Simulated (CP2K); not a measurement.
Runs of CP2K 2026.2 on Al. It takes space group Fm-3m (No. 225, cubic). Conventional cell: a = 4.050 Å, b = 4.050 Å, c = 4.050 Å, α = 90.00°, β = 90.00°, γ = 90.00°. Around Al (site symmetry m-3m) lie 12 Al at 2.86 Å. 

```tsv
task	level	potentials or basis	smearing	NGRIDS	potentials	shape of the broadening	broadening of the DOS (eV)	step of the DOS (eV)	gap on the mesh (eV)	pressure (GPa)
single point	RPBE	POTENTIAL_UZH Al GTH-PBE-q3; TZVP-MOLOPT-PBE-GTH basis	gaussian 0.02 eV	5	Al GTH-PBE-q3 of POTENTIAL_UZH	-	-	-	none	-0.8
density of states	LDA	GTH_POTENTIALS Al GTH-PADE-q3; TZVP-MOLOPT-PBE-GTH basis	methfessel-paxton 0.2 eV	4	Al GTH-PADE-q3 of GTH_POTENTIALS	GAUSSIAN	0.15 eV	0.05 eV	none	-4.3
electrostatic potential	revPBE+D3(BJ)	POTENTIAL_UZH Al GTH-PBE-q3; TZVP-MOLOPT-PBE-GTH basis	methfessel-paxton 0.2 eV	4	Al GTH-PBE-q3 of POTENTIAL_UZH	-	-	-	none	(a)
single point	RPBE	POTENTIAL_UZH Al GTH-PBE-q3; TZVP-MOLOPT-PBE-GTH basis	gaussian 0.05 eV	4	Al GTH-PBE-q3 of POTENTIAL_UZH	-	-	-	none	-0.8
```

Alike in all rows: no spin polarisation; cell as given; k mesh 11 × 11 × 11.

Task: Fill in the values left out.

Result: (a) -7.2.

Caveats: the basis of atomic orbitals isn't converged, which shifts pressures, moduli and gaps; the potentials were made for another functional, which shifts forces and pressure (some runs); pairwise dispersion overbinds metals, which lowers pressure and volume (some runs).

A gap of «none» marks a metal or a gap under the smearing width.
